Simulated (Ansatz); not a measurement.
**B: relaxed-ion elastic tensor**

All numbers below come from DFT PBEsol, scalar-relativistic, plane waves, PAW (Ansatz). Cutoff 420 eV, 6×6×6 k-points (Γ-centred), fixed occupations. No spin polarisation.

Equilibrium structure at this level:
```yaml
crystal:
  lattice:
    - [2.43812, 1.40765, 4.16642]
    - [-2.43812, 1.40765, 4.16642]
    - [0.00000, -2.81530, 4.16642]
  atoms:
    - { symbol: B, position: [0.01062, 0.65383, 0.01062] }
    - { symbol: B, position: [0.01062, 0.01062, 0.65383] }
    - { symbol: B, position: [0.65383, 0.01062, 0.01062] }
    - { symbol: B, position: [0.98938, 0.34617, 0.98938] }
    - { symbol: B, position: [0.34617, 0.98938, 0.98938] }
    - { symbol: B, position: [0.98938, 0.98938, 0.34617] }
    - { symbol: B, position: [0.22159, 0.62979, 0.22159] }
    - { symbol: B, position: [0.22159, 0.22159, 0.62979] }
    - { symbol: B, position: [0.62979, 0.22159, 0.22159] }
    - { symbol: B, position: [0.77841, 0.37021, 0.77841] }
    - { symbol: B, position: [0.37021, 0.77841, 0.77841] }
    - { symbol: B, position: [0.77841, 0.77841, 0.37021] }
```

Question: Give the relaxed-ion elastic constants (GPa, Voigt order xx yy zz yz xz xy, on the axes of the cell above).

Answer:
C11 = 471.4, C12 = 113.1, C13 = 46.9, C14 = 25.1, C22 = 471.4, C23 = 46.9, C24 = -25.1, C33 = 611.5, C44 = 206.0, C55 = 206.0, C56 = 25.1, C66 = 179.2 GPa; the others vanish.

Question: Is the crystal stable against homogeneous strain?

Answer: Yes: the least eigenvalue of the tensor is 164.1 GPa.

Question: And the moduli of a polycrystal (Hill averages)?

Answer: B = 218 GPa, G = 204 GPa, E = 467 GPa, ν = 0.14.

Cost: 1 run of about 3.7 core-minutes, on Arm Neoverse V2 (shared hosts).